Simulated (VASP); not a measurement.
## Ga: equation of state with PBEsol

The system is Ga.

```
CELL_PARAMETERS angstrom
-1.38440 1.38440 2.31122
1.38440 -1.38440 2.31122
1.38440 1.38440 -2.31122
ATOMIC_POSITIONS crystal
Ga 0.00000 0.00000 0.00000
```

This isn't the form of Ga at room conditions, which is orthorhombic.

```
Program             : VASP 6.6.1
Task                : equation of state
Functional          : PBEsol
Potentials or basis : VASP PAW PBE potentials, release 64 (Ga_d)
Cutoff              : 520 eV
k mesh              : 13 × 13 × 13
Occupations         : fermi-dirac, width 0.05 eV
Spin                : no spin polarisation
```

```
Equilibrium volume                        : 17.65 Å³/atom
Bulk modulus at fixed shape and positions : 62 GPa
Pressure derivative of the bulk modulus   : 5.5
```

Energy against volume, from the lowest point:
```tsv
volume (Å³/atom)	energy (meV/atom)
16.655	12.33
17.010	4.88
17.364	0.90
17.718	0.00
18.073	1.81
18.427	6.00
18.781	12.24
```

All runs of the series together: 2.7 min on 1 thread of Intel(R) Xeon(R) Platinum 8259CL CPU @ 2.50GHz (Skylake/Cascade Lake) (shared host).

Caveat: the cell was scaled at fixed shape and fractional positions, which overstates the stiffness of a crystal with free parameters, most of all of layers and chains; the PAW data sets were made with another functional, which shifts forces and pressure a little.
